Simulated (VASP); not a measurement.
Runs of VASP 6.6.1 on HgTe (Coloradoite). The structure is cubic, space group F-43m (No. 216). The conventional cell has a = 6.429 Å, b = 6.429 Å, c = 6.429 Å, α = 90.00°, β = 90.00°, γ = 90.00°. Hg (site symmetry -43m) has 4 Te at 2.78 Å as nearest neighbours. Te (site symmetry -43m) has 4 Hg at 2.78 Å as nearest neighbours. 

```tsv
task	level	cell	k mesh	cutoff (eV)	smearing	grid for exact exchange (PRECFOCK)	exchange at q = 0	mesh quality	gap on the mesh (eV)	pressure (GPa)	relaxed volume (Å³/atom)
relaxation of cell and atoms	vdW-DF2	relaxed	7 × 7 × 7	600	fermi-dirac 0.05 eV	-	-	not flagged	none	0.0	41.05
relaxation of cell and atoms	PBE0	relaxed	4 × 4 × 4	600	fermi-dirac 0.05 eV	Fast	default	coarse	0.62	0.0	(a)
relaxation of cell and atoms	HF	relaxed	4 × 4 × 4	600	fermi-dirac 0.05 eV	Normal	truncated	coarse	4.68	0.0	(b)
single point	PBE	as given	7 × 7 × 7	520	gaussian 0.03 eV	-	-	not flagged	none	4.6	-
single point	PBE	as given	7 × 7 × 7	520	gaussian 0.013 eV	-	-	not flagged	none	4.6	-
```

Alike in all rows: potentials or basis VASP PAW PBE potentials, release 64 (Hg, Te); no spin polarisation.

Question: Fill in the values left out.

Answer: (a) 35.53; (b) 36.72.

Caveats: some runs use coarse meshes; the PAW data sets were made with another functional, which shifts forces and pressure a little (some runs); spin-orbit coupling is left out, which moves the levels of the heavy elements (some runs); the volume moved by over 15 % at a fixed basis, so the end points are rough (some runs); the volume moved by +24 % from the deposited cell, more than functionals usually miss (some runs); the volume moved by +11 % from the deposited cell, more than functionals usually miss (some runs).

A k mesh can miss the band edges, and the runs leave out spin-orbit coupling on Hg, Te.

A gap of «none» marks a metal or a gap under the smearing width.

Not every run made on this cell is shown here.
